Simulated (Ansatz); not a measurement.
Here is the system:

ZrO$_{2}$:
```cif
data_O2Zr
_chemical_formula_sum 'Zr1 O2'
_space_group_name_H-M_alt 'P 1'
_space_group_IT_number 1
_cell_length_a 3.55407
_cell_length_b 3.55407
_cell_length_c 3.55407
_cell_angle_alpha 60.000
_cell_angle_beta 60.000
_cell_angle_gamma 60.000
loop_
_space_group_symop_operation_xyz
  'x, y, z'
loop_
_atom_site_label
_atom_site_type_symbol
_atom_site_fract_x
_atom_site_fract_y
_atom_site_fract_z
_atom_site_occupancy
Zr1 Zr 0.00000 0.00000 0.00000 1
O1 O 0.25000 0.25000 0.25000 1
O2 O 0.75000 0.75000 0.75000 1
```

This is the LDA-relaxed structure.

Question: All from the program Ansatz at the LDA level (PAW), unless another level is named. Give the hole effective mass.

Answer: 0.28, 3.1, 3.1 mₑ (principal values).

Question: Predict the band gap.

Answer: 3.35 eV (indirect).

Question: Give the electron effective mass, band 2 of 2 at the edge.

Answer: 0.44 along [100], 0.55 along [110], 0.72 along [111] (mₑ).

Space group Fm-3m (fluorite). This is a known high-temperature phase of the composition, computed here at zero pressure and temperature. The cell was relaxed with LDA under the symmetry of its start; its stability against distortions is not shown here. No spin polarisation was allowed. Spin–orbit coupling is left out wherever it is not named.

Potentials: the later of the program's two PAW sets.
